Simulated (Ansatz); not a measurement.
InSe (C2/m)

These are results of DFT r2SCAN, scalar-relativistic, plane waves, PAW (Ansatz 0.2.0), not measurements.

Cutoff 500 eV; k points 8×8×6 on the computed 4-atom cell (Γ-centred); Gaussian smearing, width 0.02 eV; no spin polarisation.

The structure is relaxed at this level of theory with its symmetry kept. This form isn't the usual stable structure of the compound.

```
CELL_PARAMETERS angstrom
5.81537 -2.05055 -0.07685
5.81537 2.05055 -0.07685
-1.64238 0.00000 4.80226
ATOMIC_POSITIONS crystal
In 0.88817 0.88817 0.04783
In 0.11183 0.11183 0.95217
Se 0.66184 0.66184 0.66855
Se 0.33816 0.33816 0.33145
```

Formation energy from the elements' standard states (uncorrected)?

-0.651 eV/atom.

Generalised Kohn–Sham band gap?

1.48 eV, indirect from (0.380, 0.380, -0.253) to A.

Löwdin character of the top 1 eV of the valence band?

Se 4p 74 %, In 5p 19 %.

Löwdin character of the lowest 1 eV of the conduction band?

In 5s 39 %, Se 4p 29 %, In 5p 22 %.

Electron masses at the edge by Cartesian direction of the standard setting (m_e; degenerate bands sorted by energy; no spin-orbit coupling)?

x: 0.30; y: 0.17; z: 0.34.

Hole masses at the edge by Cartesian direction of the standard setting (m_e; degenerate bands sorted by energy; no spin-orbit coupling)?

x: 0.17; y: 0.76; z: 0.52.

Bader charges (e)?

In (2 in the cell) 0.82, Se (2 in the cell) -0.82.

Each cell of InSe holds layers, and where no dispersion correction was added their binding is poorly described.